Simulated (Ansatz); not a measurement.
The calculation used DFT PBE, scalar-relativistic, plane waves, PAW in Ansatz 0.2.0. Settings: cutoff 420 eV, Γ-centred meshes spaced at most about 0.3 Å⁻¹, and about 0.25 Å⁻¹ or finer for metals (2π included), Gaussian smearing. No spin polarisation.

Each guess is relaxed in cell and atoms at zero pressure, on a coarse mesh first where it starts far from rest and then on a converged one. The steps can't lower the symmetry of the start, but it can rise. Energies are static (0 K, no zero-point motion).

Two unrelaxed guesses for TiC:

Guess 1.

```yaml
crystal:
  lattice:
    - [4.01609, 0.00000, 0.00000]
    - [0.00000, 4.01609, 0.00000]
    - [0.00000, 0.00000, 4.87159]
  atoms:
    - { symbol: Ti, position: [0.50000, 0.50000, 0.74136] }
    - { symbol: Ti, position: [0.00000, 0.50000, 0.59563] }
    - { symbol: Ti, position: [0.50000, 0.00000, 0.59563] }
    - { symbol: C, position: [0.00000, 0.50000, 0.23433] }
    - { symbol: C, position: [0.50000, 0.00000, 0.23433] }
    - { symbol: C, position: [0.00000, 0.00000, 0.21923] }
```

Guess 2.

```yaml
crystal:
  lattice:
    - [3.26149, 0.00000, 0.00000]
    - [-1.63074, 2.82453, 0.00000]
    - [0.00000, 0.00000, 6.12261]
  atoms:
    - { symbol: Ti, position: [0.66667, 0.33333, 0.75000] }
    - { symbol: Ti, position: [0.33333, 0.66667, 0.25000] }
    - { symbol: C, position: [0.00000, 0.00000, 0.00000] }
    - { symbol: C, position: [0.00000, 0.00000, 0.50000] }
```

Problem. Which guess leads to the lower structure, and by how much?

Solution. Guess 2 ends lower, by 1.19 eV/atom. Guess 1: P4mm at 13.1 Å³/atom → Pm-3m at 12.8 Å³/atom; Guess 2: P6_3/mmc at 14.1 Å³/atom → P6_3/mmc (anti-nickel arsenide type) at 10.2 Å³/atom. Counting C atoms around Ti (those within 1.25 times the shortest such distance or 1.15 times the sum of covalent radii), the end of guess 1 has Ti 4 and the end of guess 2 has Ti 6. End of guess 1. Conventional cell: a = 4.255 Å. Ti is surrounded by 4 C at 2.13 Å; around C lie 4 Ti at 2.13 Å. End of guess 2. Conventional cell: a = 3.156 Å, c = 4.711 Å. Ti has 6 C at 2.17 Å; C has 6 Ti at 2.17 Å and 2 C at 2.36 Å.

Ends held by symmetry can be saddle points. Neither end is the lowest form computed: that has the rock salt type, space group Fm-3m (No. 225), is reached from a cell as deposited in COD and lies 141 meV/atom below the better end. Some types were kept out of the candidates beforehand, so the set may lack a known form.
